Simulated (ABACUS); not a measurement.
The system is Os.

```xyz
2
Lattice="2.7341 0.0000 0.0000 -1.3671 2.3678 0.0000 0.0000 0.0000 4.3197" Properties=species:S:1:pos:R:3 pbc="T T T"
Os    1.3671    0.7893    3.2398
Os    0.0000    1.5785    1.0799
```

```yaml
Program: ABACUS 3.10.1
Task: single point
Functional: PBE
Potentials_or_basis: PseudoDojo NC SR 0.4.1 PBE standard
Cutoff: 1361 eV
Density_cutoff: 5442 eV
Basis: DZP LCAO (the cutoffs set its grid)
k_mesh: 11 × 11 × 6
Occupations: fermi-dirac, width 0.05 eV
Spin: no spin polarisation
```

On this cell: pressure 9.9 GPa; largest force under 0.003 eV/Å; band gap on the k mesh none (metal or under the smearing width).

The same run follows on a disturbed copy (atoms moved at random, drawn with an rms of 0.05 Å):

```xyz
2
Lattice="2.7341 0.0000 0.0000 -1.3671 2.3678 0.0000 0.0000 0.0000 4.3197" Properties=species:S:1:pos:R:3 pbc="T T T"
Os    1.3643    0.7571    3.2794
Os   -0.0107    1.5745    1.0628
```

Problem. What does the disturbed cell give?

Solution. The energy (extrapolated to zero smearing) moves by +16.9 meV/atom; pressure 10.7 GPa; largest force 1.083 eV/Å; band gap on the k mesh none (metal or under the smearing width).

Forces on the atoms (eV/Å):
```
Os  -0.069  0.239 -1.054
Os   0.069 -0.239  1.054
```

Stress tensor (GPa, compression positive):
```
 9.43  0.20  0.08
 0.20 10.81 -0.29
 0.08 -0.29 11.87
```

Caveats: the atomic orbitals were generated for these runs and aren't a published set; the basis of atomic orbitals isn't converged, which shifts pressures, moduli and gaps.
